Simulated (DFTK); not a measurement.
Crystal: BN.

```
N B
1.0
     2.49824    0.00000    0.00000
    -1.24912    2.16354    0.00000
     0.00000    0.00000    6.63570
N B
2 2
Direct
  0.66667 0.33333 0.25000
  0.33333 0.66667 0.75000
  0.66667 0.33333 0.75000
  0.33333 0.66667 0.25000
```

- Program: DFTK 0.8.2
- Task: single point
- Functional: PBE
- Potentials or basis: dojo.nc.sr.pbe.v0_4_1.standard.upf (PBE)
- Cutoff: 1143 eV
- k mesh: 12 × 12 × 4
- Occupations: fermi-dirac, width 0.05 eV
- Spin: no spin polarisation

On this cell: pressure 4.8 GPa; largest force under 0.003 eV/Å; band gap on the k mesh 4.32 eV, indirect (least direct gap 4.69 eV).

The same run follows on a disturbed copy (atoms moved at random, drawn with an rms of 0.05 Å):

```
CELL_PARAMETERS angstrom
2.49824 0.00000 0.00000
-1.24912 2.16354 0.00000
0.00000 0.00000 6.63570
ATOMIC_POSITIONS crystal
N 0.65978 0.32072 0.25176
N 0.33328 0.66572 0.74975
B 0.67884 0.34630 0.75184
B 0.33653 0.66438 0.24775
```

**Question.** What changes?

**Answer.** The energy moves by +10.7 meV/atom; pressure 5.1 GPa; largest force 1.389 eV/Å; band gap on the k mesh 4.26 eV, indirect (least direct gap 4.66 eV).

Forces on the atoms (eV/Å):
```
N    0.484  0.972 -0.370
N    0.611  1.227  0.210
B   -0.611 -1.229 -0.210
B   -0.484 -0.970  0.371
```

Stress tensor (GPa, compression positive):
```
6.49 0.16 0.02
0.16 5.76 0.04
0.02 0.04 2.91
```

Caveats: this functional lacks dispersion, which binds the layers, so the pressure and a relaxed spacing across them are unreliable (some runs).

A k mesh can miss the band edges.
